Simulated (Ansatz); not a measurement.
**CoSi2 under strain**

The calculation used DFT PBEsol, scalar-relativistic, plane waves, PAW (Ansatz). Run with 420 eV cutoff, 10×10×8 k-mesh, Gaussian smearing of 0.10 eV, no spin polarisation.

Starting point, cell and atoms relaxed:

```
CELL_PARAMETERS angstrom
2.65625 2.65625 0.00000
-2.65625 2.65625 0.00000
0.00000 0.00000 5.31251
ATOMIC_POSITIONS crystal
Co 0.00000 0.00000 0.00000
Co 0.50000 0.50000 0.50000
Si 0.00000 0.50000 0.75000
Si 0.50000 0.00000 0.75000
Si 0.50000 0.00000 0.25000
Si 0.00000 0.50000 0.25000
```

Deformation: biaxial strain in the a-b plane, with the length and tilt of c and the atoms relaxed, all within the symmetry that the strain leaves. Energies are extrapolated to zero smearing. On this cell's mesh the reference holds a stress of up to 0.16 GPa.

Give the structure at +3.0 %.

```
CELL_PARAMETERS angstrom
2.73594 2.73594 0.00000
-2.73594 2.73594 0.00000
0.00000 0.00000 5.14405
ATOMIC_POSITIONS crystal
Co 0.00000 0.00000 0.00000
Co 0.50000 0.50000 0.50000
Si 0.00000 0.50000 0.75000
Si 0.50000 0.00000 0.75000
Si 0.50000 0.00000 0.25000
Si 0.00000 0.50000 0.25000
```
Space group I4/mmm (139), 17.2 meV/atom over the relaxed crystal.